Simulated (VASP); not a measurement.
# GaP (F-43m) in VASP: notebook

The runs below take GaP through single point, with PBE.

All numbers are computed with VASP 6.6.1; they aren't measurements. Logs are shortened: lines on timing, memory, paths and dates and some standing lists are left out, and cuts for length are marked.

**Experimental background.**

From “Stacking defects in GaP nanowires: Electronic structure and optical properties”, 2018, arxiv:1810.01194, for a bulk crystal of GaP at 10 K: band gap 2.34 eV (indirect).

The runs below are set against these values where they give the same quantity.

**1. The crystal as given**

The structure is cubic, space group F-43m (No. 216). Conventional cell: a = 5.451 Å, b = 5.451 Å, c = 5.451 Å, α = 90.00°, β = 90.00°, γ = 90.00°. Around Ga (site symmetry -43m) lie 4 P at 2.36 Å. Around P (site symmetry -43m) lie 4 Ga at 2.36 Å.

**2. Single point, PBE, spin-orbit coupling, no magnetisation**

File INCAR:

```
ALGO = Normal
EDIFF = 1E-7
ENCUT = 460
GGA = PE
GGA_COMPAT = F
ISIF = 2
ISMEAR = 0
LASPH = T
LCHARG = F
LNONCOLLINEAR = T
LORBIT = 11
LREAL = F
LSORBIT = T
LWAVE = F
MAGMOM = 0 0 0 0 0 0
NBANDS = 34
NELM = 100
PREC = Accurate
SIGMA = 0.02
```

File KPOINTS:

```
k-points
0
Gamma
  9 9 9
```

File POSCAR:

```
GaP
1.0
    0.0000000000      2.7252500000      2.7252500000
    2.7252500000      0.0000000000      2.7252500000
    2.7252500000      2.7252500000      0.0000000000
Ga P
1 1
Direct
    0.0000000000      0.0000000000      0.0000000000
    0.7500000000      0.7500000000      0.7500000000
```

Potentials or basis: VASP PAW PBE potentials, release 64 (Ga_d, P).

The run is started by

```
$ cat potpaw_PBE.64/Ga_d/POTCAR potpaw_PBE.64/P/POTCAR > POTCAR
$ mpirun -np 1 vasp_ncl > vasp.out
```

OUTCAR:

```text
EDIFF = 1E-7
   ENCUT = 460
   GGA = PE
   ISIF = 2
   ISMEAR = 0
   LASPH = T
   LNONCOLLINEAR = T
   LORBIT = 11
   LREAL = F
   LSORBIT = T
   NELM = 100
   PREC = Accurate

 Found     55 irreducible k-points:

 Following reciprocal coordinates:
            Coordinates               Weight
  0.000000  0.000000  0.000000      1.000000
  0.111111  0.000000  0.000000      4.000000
 -0.111111  0.000000  0.000000      4.000000
  0.222222  0.000000  0.000000      4.000000
 -0.222222  0.000000  0.000000      4.000000
  0.333333  0.000000  0.000000      4.000000
   k-points           NKPTS =     55   k-points in BZ     NKDIM =     55   number of bands    NBANDS=     34
   number of dos      NEDOS =    301   number of ions     NIONS =      2
   total plane-waves  NPLWV =  21952
   dimension x,y,z NGX =    28 NGY =   28 NGZ =   28
   dimension x,y,z NGXF=    56 NGYF=   56 NGZF=   56
   ions per type =               1   1
   NGX,Y,Z   is equivalent  to a cutoff of  12.08, 12.08, 12.08 a.u.
   NGXF,Y,Z  is equivalent  to a cutoff of  24.16, 24.16, 24.16 a.u.
 SYSTEM =  unknown system
   PREC   = accura    normal or accurate (medium, high low for compatibility)
   ISTART =      0    job   : 0-new  1-cont  2-samecut
   ICHARG =      2    charge: 1-file 2-atom 10-const
   ISPIN  =      1    spin polarized calculation?
   LNONCOLLINEAR =      T non collinear calculations
   LSORBIT =      T    spin-orbit coupling
   LASPH  =      T    aspherical Exc in radial PAW
   ENCUT  =  460.0 eV  33.81 Ry    5.81 a.u.   6.74  6.74  6.74*2*pi/ulx,y,z
   NELM   =    100;   NELMIN=  2; NELMDL= -5     # of ELM steps
   EDIFF  = 0.1E-06   stopping-criterion for ELM
   LREAL  =      F    real-space projection
   EDIFFG = 0.1E-05   stopping-criterion for IOM
   NSW    =      0    number of steps for IOM
   IBRION =     -1    ionic relax: 0-MD 1-quasi-New 2-CG
   NFREE  =      0    steps in history (QN), initial steepest desc. (CG)
   ISIF   =      2    stress and relaxation
   ISYM   =      2    0-nonsym 1-usesym 2-fastsym
   POTIM  = 0.5000    time-step for ionic-motion
   TEBEG  =    0.0;   TEEND  =   0.0 temperature during run
   PSTRESS=    0.0 pullay stress
   NELECT =      18.0000    total number of electrons
   NUPDOWN=      -1.0000    fix difference up-down
   EMIN   =  10.00;   EMAX   =-10.00  energy-range for DOS
   EFERMI =   0.00;   METHOD = LEGACY
   ISMEAR =     0;   SIGMA  =   0.02  broadening in eV -4-tet -1-fermi 0-gaus
   EFERMI_NEDOS =   21; number of points for ismear=-14 and -15
   IALGO  =     38    algorithm
   IMIX   =      4    mixing-type and parameters
     AMIX     =   0.40;   BMIX     =  1.00
     AMIX_MAG =   1.60;   BMIX_MAG =  1.00
  volume/ion in A,a.u.               =      20.24       136.59
  Fermi-wavevector in a.u.,A,eV,Ry     =   1.249538  2.361284 21.243377  1.561344
  Thomas-Fermi vector in A             =   2.383574
   LORBIT       =     11    0 simple, 1 ext, 2 COOP (PROOUT), +10 PAW based schemes
   GGA     = PE    functional components
   LHFCALC =     F    Hartree Fock is set to
   AEXX    =    0.0000 exact exchange contribution
   IVDW    =     0    specifies the selected vdW correction
   LEPSILON=     F    determine dielectric tensor
   LRPA    =     F    only Hartree local field effects (RPA)
 Gauss-broadening in eV      SIGMA  =   0.02
  energy-cutoff  :      460.00
  volume of cell :       40.48
 maximum number of plane-waves:      1836
   NGX = 13   NGY = 13   NGZ = 13

 number of electron      18.0000016 magnetization      -0.0000000     -0.0000000      0.0000000

 number of electron      18.0000016 magnetization       0.0000000      0.0000000     -0.0000000

 number of electron      18.0000016 magnetization       0.0000000      0.0000000      0.0000000

 Free energy of the ion-electron system (eV)
  ---------------------------------------------------
  ext. energy  EPLUGINS =         0.00000000
  ---------------------------------------------------
  free energy    TOTEN  =        -9.12335709 eV

  energy without entropy =       -9.12335709  energy(sigma->0) =       -9.12335709

 E-fermi :   4.8054     XC(G=0):  -9.8333

 val. band max:        4.6785537731   @ k =   0.0000   0.0000   0.0000
 cond. band min:       6.2497066229   @ k =   0.4444   0.4444   0.0000
 fundamental gap:      1.5711528498
 Fermi energy:         4.8053691138

 k-point     1 :       0.0000    0.0000    0.0000
  band No.  band energies     occupation
      1     -10.1362      1.00000
      2     -10.1362      1.00000
      3     -10.1362      1.00000
      4     -10.1362      1.00000
      5      -9.7185      1.00000
      6      -9.7185      1.00000
[... 22 lines left out ...]
     29      14.4394      0.00000
     30      14.4394      0.00000

 k-point     2 :       0.1111    0.0000    0.0000
  band No.  band energies     occupation
      1     -10.1384      1.00000
      2     -10.1384      1.00000
      3     -10.1374      1.00000
      4     -10.1331      1.00000
      5      -9.7199      1.00000
      6      -9.7199      1.00000
[... 22 lines left out ...]
     29      13.9006      0.00000
     30      13.9073      0.00000

 k-point     3 :      -0.1111    0.0000    0.0000
  band No.  band energies     occupation
      1     -10.1384      1.00000
      2     -10.1384      1.00000
      3     -10.1374      1.00000
      4     -10.1331      1.00000
      5      -9.7199      1.00000
      6      -9.7199      1.00000
[... 22 lines left out ...]
     29      13.9006      0.00000
     30      13.9073      0.00000

 k-point     4 :       0.2222    0.0000    0.0000
  band No.  band energies     occupation
      1     -10.1445      1.00000
      2     -10.1445      1.00000
      3     -10.1362      1.00000
      4     -10.1296      1.00000
      5      -9.7219      1.00000
      6      -9.7219      1.00000
[... 22 lines left out ...]
     29      13.5555      0.00000
     30      13.5684      0.00000

 k-point     5 :      -0.2222    0.0000    0.0000
  band No.  band energies     occupation
      1     -10.1445      1.00000
      2     -10.1445      1.00000
      3     -10.1362      1.00000
      4     -10.1296      1.00000
      5      -9.7219      1.00000
      6      -9.7219      1.00000
[... 22 lines left out ...]
     29      13.5555      0.00000
     30      13.5684      0.00000

 k-point     6 :       0.3333    0.0000    0.0000
  band No.  band energies     occupation
      1     -10.1523      1.00000
      2     -10.1523      1.00000
      3     -10.1335      1.00000
      4     -10.1277      1.00000
      5      -9.7217      1.00000
      6      -9.7217      1.00000
[... 22 lines left out ...]
     29      14.3036      0.00000
     30      14.3172      0.00000

 [... further k-points ...]

 [bands above 30 left out]

------------------------ aborting loop because EDIFF is reached ----------------------------------------

  FORCE on cell =-STRESS in cart. coord.  units (eV):
  Direction    XX          YY          ZZ          XY          YZ          ZX
  --------------------------------------------------------------------------------------
  -------------------------------------------------------------------------------------
  Total        0.5944069      0.5944069      0.5944069     -0.0000000      0.0000000     -0.0000000
  in kB       23.5258520     23.5258520     23.5258520     -0.0000000      0.0000000     -0.0000000
  external PRESSURE =      23.5258520 kB  Pullay stress =       0.0000000 kB

 VOLUME and BASIS-vectors are now :
 -----------------------------------------------------------------------------
  energy-cutoff  :      460.00
  volume of cell :       40.48
      direct lattice vectors                 reciprocal lattice vectors
     0.000000000  2.725250000  2.725250000    -0.183469406  0.183469406  0.183469406
     2.725250000  0.000000000  2.725250000     0.183469406 -0.183469406  0.183469406
     2.725250000  2.725250000  0.000000000     0.183469406  0.183469406 -0.183469406

 POSITION                                       TOTAL-FORCE (eV/Angst)
 -----------------------------------------------------------------------------------
      0.00000      0.00000      0.00000         0.000000      0.000000      0.000000
      4.08788      4.08788      4.08788        -0.000000     -0.000000     -0.000000
 -----------------------------------------------------------------------------------
    total drift:                               -0.000001     -0.000001     -0.000001

  FREE ENERGIE OF THE ION-ELECTRON SYSTEM (eV)
  ---------------------------------------------------
  free  energy   TOTEN  =        -9.1233570889 eV

  energy  without entropy=       -9.1233570889  energy(sigma->0) =       -9.12335709

 Spin-Orbit-Coupling matrix elements

 Ion:    1  E_soc:     -0.0116939
 l=   1
     0.0000000    -0.0010970    -0.0010970
    -0.0010970     0.0000000    -0.0010970
    -0.0010970    -0.0010970     0.0000000
 l=   2
     0.0000000    -0.0001735     0.0000000    -0.0001735    -0.0006784
    -0.0001735     0.0000000    -0.0005088    -0.0001735    -0.0001696
     0.0000000    -0.0005088     0.0000000    -0.0005088     0.0000000
    -0.0001735    -0.0001735    -0.0005088     0.0000000    -0.0001696
    -0.0006784    -0.0001696     0.0000000    -0.0001696     0.0000000
 l=   3
     0.0000000     0.0000000     0.0000000     0.0000000     0.0000000     0.0000000     0.0000000
     0.0000000     0.0000000     0.0000000     0.0000000     0.0000000     0.0000000     0.0000000
     0.0000000     0.0000000     0.0000000     0.0000000     0.0000000     0.0000000     0.0000000
     0.0000000     0.0000000     0.0000000     0.0000000     0.0000000     0.0000000     0.0000000
     0.0000000     0.0000000     0.0000000     0.0000000     0.0000000     0.0000000     0.0000000
     0.0000000     0.0000000     0.0000000     0.0000000     0.0000000     0.0000000     0.0000000
     0.0000000     0.0000000     0.0000000     0.0000000     0.0000000     0.0000000     0.0000000

 Ion:    2  E_soc:     -0.0008951
 l=   1
     0.0000000    -0.0001492    -0.0001492
    -0.0001492     0.0000000    -0.0001492
    -0.0001492    -0.0001492     0.0000000
 l=   2
     0.0000000     0.0000000     0.0000000     0.0000000     0.0000000
     0.0000000     0.0000000     0.0000000     0.0000000     0.0000000
     0.0000000     0.0000000     0.0000000     0.0000000     0.0000000
     0.0000000     0.0000000     0.0000000     0.0000000     0.0000000
     0.0000000     0.0000000     0.0000000     0.0000000     0.0000000
 l=   3
     0.0000000     0.0000000     0.0000000     0.0000000     0.0000000     0.0000000     0.0000000
     0.0000000     0.0000000     0.0000000     0.0000000     0.0000000     0.0000000     0.0000000
     0.0000000     0.0000000     0.0000000     0.0000000     0.0000000     0.0000000     0.0000000
     0.0000000     0.0000000     0.0000000     0.0000000     0.0000000     0.0000000     0.0000000
     0.0000000     0.0000000     0.0000000     0.0000000     0.0000000     0.0000000     0.0000000
     0.0000000     0.0000000     0.0000000     0.0000000     0.0000000     0.0000000     0.0000000
     0.0000000     0.0000000     0.0000000     0.0000000     0.0000000     0.0000000     0.0000000

 total charge

# of ion       s       p       d       tot
------------------------------------------
    1        0.861   0.849  10.012  11.723
    2        1.021   1.525   0.000   2.545
--------------------------------------------------
tot          1.882   2.373  10.012  14.268

 magnetization (x)

# of ion       s       p       d       tot
------------------------------------------
    1        0.000   0.000  -0.000   0.000
    2        0.000   0.000   0.000   0.000
--------------------------------------------------
tot          0.000   0.000  -0.000   0.000

 magnetization (y)

# of ion       s       p       d       tot
------------------------------------------
    1        0.000   0.000   0.000   0.000
    2        0.000   0.000   0.000   0.000
--------------------------------------------------
tot          0.000   0.000   0.000   0.000

 magnetization (z)

# of ion       s       p       d       tot
------------------------------------------
    1        0.000   0.000  -0.000   0.000
    2       -0.000   0.000   0.000   0.000
--------------------------------------------------
tot          0.000   0.000  -0.000   0.000
```

Wall time 75 s (1 thread of AMD EPYC 9R45 (Zen 5), shared host); peak memory 0.26 GiB.

These settings aren't checked as converged: the numbers below hold their error.

What came out:

* Free energy: -9.1234 eV
* Pressure: 2.4 GPa
* Valence electrons inside the program's atomic spheres: Ga 11.72; P 2.54

**3. Single point, PBE**

File INCAR:

```
SYSTEM = GaP
PREC = Accurate
ENCUT = 520
EDIFF = 1E-6
ISMEAR = 0
SIGMA = 0.026000000000000002
LREAL = .FALSE.
LASPH = .TRUE.
NELM = 60
ALGO = Fast
ISIF = 2
LWAVE = .FALSE.
LCHARG = .FALSE.
GGA = PE
```

File KPOINTS:

```
Automatic mesh
0
G
  8 8 8
  0 0 0
```

POSCAR is that of step 2.

Potentials or basis: VASP PAW PBE potentials, release 64 (Ga_d, P).

The run is started by

```
$ cat potpaw_PBE.64/Ga_d/POTCAR potpaw_PBE.64/P/POTCAR > POTCAR
$ mpirun -np 1 vasp_std > vasp.out
```

Run time: 37 s. Hardware: 1 thread of Intel Xeon Platinum 8259CL at 2.50GHz (Skylake/Cascade Lake), shared host; peak memory 0.16 GiB.

The run converged. Its results:

```yaml
Free_energy: -9.1161 eV
Pressure: 2.4 GPa
Band_gap_on_the_k_mesh: 1.64 eV, indirect (least direct gap 1.83 eV)
```

Levels at points of the mesh, in eV from the valence-band top:
```
           k point  band 5  band 6  band 7  band 8  band 9  band 10  band 11  band 12  band 13
(0.00, 0.00, 0.00)  -14.45  -12.49    0.00    0.00    0.00     1.83     3.89     3.89     3.89
(0.50, 0.00, 0.00)  -14.44  -10.43   -6.63   -1.12   -1.12     1.67     4.72     4.72     8.29
(0.50, 0.50, 0.00)  -14.43   -9.53   -6.75   -2.68   -2.68     1.66     1.82    10.60    10.78
```

**4. Single point, PBE**

File INCAR:

```
PREC     = Accurate       # precision mode
ENCUT    = 520            # plane-wave cutoff, eV
EDIFF    = 1E-6           # SCF threshold, eV
ISMEAR   = 0              # smearing method
SIGMA    = 0.028999999999999998 # smearing width, eV
LREAL    = F              # projectors in reciprocal space
LASPH    = T              # aspherical terms in the spheres
NELM     = 80             # most SCF steps
ALGO     = Normal         # electronic algorithm
ISIF     = 2              # what is computed and relaxed
LWAVE    = F              # write WAVECAR
LCHARG   = F              # write CHGCAR
GGA      = PE             # functional
```

File KPOINTS:

```
Automatic mesh
0
Gamma
  8 8 8
```

POSCAR is that of step 3.

The run is started by

```
$ cat potpaw_PBE.64/Ga_d/POTCAR potpaw_PBE.64/P/POTCAR > POTCAR
$ mpirun -np 1 vasp_std > vasp.out
```

Wall time 7.5 s (1 thread of Intel Xeon 6975P-C (Granite Rapids), shared host); peak memory 0.16 GiB.

It converged, with:

```yaml
Free_energy: -9.1161 eV
Pressure: 2.4 GPa
Band_gap_on_the_k_mesh: 1.64 eV, indirect (least direct gap 1.83 eV)
```

Levels at points of the mesh, in eV from the valence-band top:
```
           k point  band 7  band 8  band 9  band 10  band 11  band 12
(0.00, 0.00, 0.00)    0.00    0.00    0.00     1.83     3.89     3.89
(0.50, 0.00, 0.00)   -6.63   -1.12   -1.12     1.67     4.72     4.72
(0.50, 0.50, 0.00)   -6.75   -2.68   -2.68     1.65     1.82    10.60
```

**5. How close it comes**

Step 3. Against the measured gap of GaP, 2.34 eV (indirect; 10 K; quoted in “Stacking defects in GaP nanowires: Electronic structure and optical properties”, 2018, arxiv:1810.01194), the calculated 1.64 eV is off by -0.70 eV. Spin-orbit coupling on Ga is left out. The value is that of PBE on a finite k mesh, which can miss the band edges, without temperature or zero-point motion. Semilocal functionals fall short of measured gaps as a rule.

Step 4. A measured gap of GaP is 2.34 eV (indirect; 10 K; quoted in “Stacking defects in GaP nanowires: Electronic structure and optical properties”, 2018, arxiv:1810.01194); the calculated 1.64 eV misses it by -0.70 eV. Spin-orbit coupling on Ga is left out. The value is that of PBE on a finite k mesh, which can miss the band edges, without temperature or zero-point motion. Semilocal functionals fall short of measured gaps as a rule.
